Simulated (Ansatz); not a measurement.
**Property card for TiO$_{2}$**

All numbers below come from Ansatz, DFT r2SCAN, scalar-relativistic, plane waves, PAW.

Plane waves to 500 eV, a k mesh through Γ of 8×8×6 on the computed 6-atom cell and Gaussian smearing (0.02 eV); no spin polarisation.

The structure is relaxed at this level of theory with its symmetry kept.

```yaml
crystal:
  lattice:
    - [2.67116, -2.67125, -0.02017]
    - [2.67116, 2.67125, -0.02017]
    - [-2.63534, 0.00000, 4.81205]
  atoms:
    - { symbol: Ti, position: [0.12497, 0.87503, 0.25000] }
    - { symbol: Ti, position: [0.87503, 0.12497, 0.75000] }
    - { symbol: O, position: [0.33228, 0.08225, 0.66454] }
    - { symbol: O, position: [0.66772, 0.91775, 0.33546] }
    - { symbol: O, position: [0.91775, 0.66772, 0.83546] }
    - { symbol: O, position: [0.08225, 0.33228, 0.16454] }
```

(1) Formation energy from the elements' standard states (uncorrected)?

(2) Generalised Kohn–Sham band gap?

(3) Löwdin character of the top 1 eV of the valence band?

(4) Löwdin character of the lowest 1 eV of the conduction band?

(5) Electron masses at the edge by Cartesian direction of the computed cell, whose vectors are (2.671, -2.671, -0.020), (2.671, 2.671, -0.020), (-2.635, 0.000, 4.812) Å (m_e; degenerate bands sorted by energy; no spin-orbit coupling)?

(6) Hole masses at the edge by Cartesian direction of the computed cell, whose vectors are (2.671, -2.671, -0.020), (2.671, 2.671, -0.020), (-2.635, 0.000, 4.812) Å (m_e; degenerate bands sorted by energy; no spin-orbit coupling)?

(7) Bulk modulus?

(8) Its pressure derivative?

(9) Bader charges (e)?

A ferromagnetic start lost its moments in a first run, so spin was left out; other magnetic orders weren't tried.

## Answers

(1) -3.332 eV/atom.

(2) 2.53 eV, indirect from (0.438, -0.438, 0.000) to Γ.

(3) O 2p 93 %.

(4) Ti 3d 92 %.

(5) x: 0.44; y: 0.44; z: 4.0.

(6) x: 2.2; y: 1.7; z: 0.97.

(7) 189 GPa.

(8) 2.5.

(9) Ti (2 in the cell) 2.37, O (4 in the cell) -1.19.